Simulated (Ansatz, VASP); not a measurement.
# Sr: VASP beside Ansatz

INCAR

```
SYSTEM = Sr
PREC = Accurate
ENCUT = 600
EDIFF = 1E-6
ISMEAR = 0
SIGMA = 0.1
LREAL = .False.
LASPH = .True.
NELM = 100
ALGO = Normal
ISIF = 3
LWAVE = .False.
LCHARG = .False.
GGA = PS
IBRION = 2
NSW = 100
EDIFFG = -0.005
```

KPOINTS

```
Automatic mesh
0
Gamma
  12 12 12
  0 0 0
```

The input POSCAR:

```
Sr
1.0
   -2.3349524590      2.3349524590      2.3349524590
    2.3349524590     -2.3349524590      2.3349524590
    2.3349524590      2.3349524590     -2.3349524590
Sr
1
Direct
    0.0000000000      0.0000000000      0.0000000000
```

Input for Ansatz:

```yaml
crystal:
  lattice:
    - [-2.334952459, 2.334952459, 2.334952459]
    - [2.334952459, -2.334952459, 2.334952459]
    - [2.334952459, 2.334952459, -2.334952459]
  atoms:
    - { symbol: Sr, position: [0.0, 0.0, 0.0] }
basis:
  ecutwfc: 420
kpoints:
  mp_grid: { grid: [12, 12, 12] }
hamiltonian:
  xc: pbesol
scf:
  occupations: { method: gaussian, width: 0.1 }
output:
  forces: true
  stress: true
  eigenvalues: true
relax:
  adjacent_minimum: "off"
  f_tol: 0.005
  max_steps: 80
  cell: { stress_tol: 0.05 }
```

This isn't the form of Sr at room conditions, which is fcc.

Alike in both runs: task relaxation of cell and atoms; functional PBEsol; k mesh 12 × 12 × 12; occupations gaussian, width 0.1 eV; no spin polarisation.

|  | VASP | Ansatz |
| --- | --- | --- |
| version | VASP 6.6.1 | Ansatz 0.2.0 |
| potentials or method | VASP PAW PBE potentials, release 64 (Sr_sv) | scalar-relativistic, plane waves, PAW |
| plane-wave cutoff (eV) | 600 | 420 |
| valence electrons in the cell | 10 | 10 |

```csv
,VASP,Ansatz,Ansatz less VASP
"gap on the k mesh at the Fermi level, each at its own relaxed structure (eV)",none,none,-
relaxed volume (Å³/atom),50.92,50.92,0.000
relaxed cell length with the largest relative difference (Å),4.044,4.044,0.0000
```

A gap of «none» marks a metal or a gap that the smearing closes.

Caveats: the relaxation stopped at its first step, so nothing moved; the PAW data sets were made with another functional, which shifts forces and pressure a little (VASP).
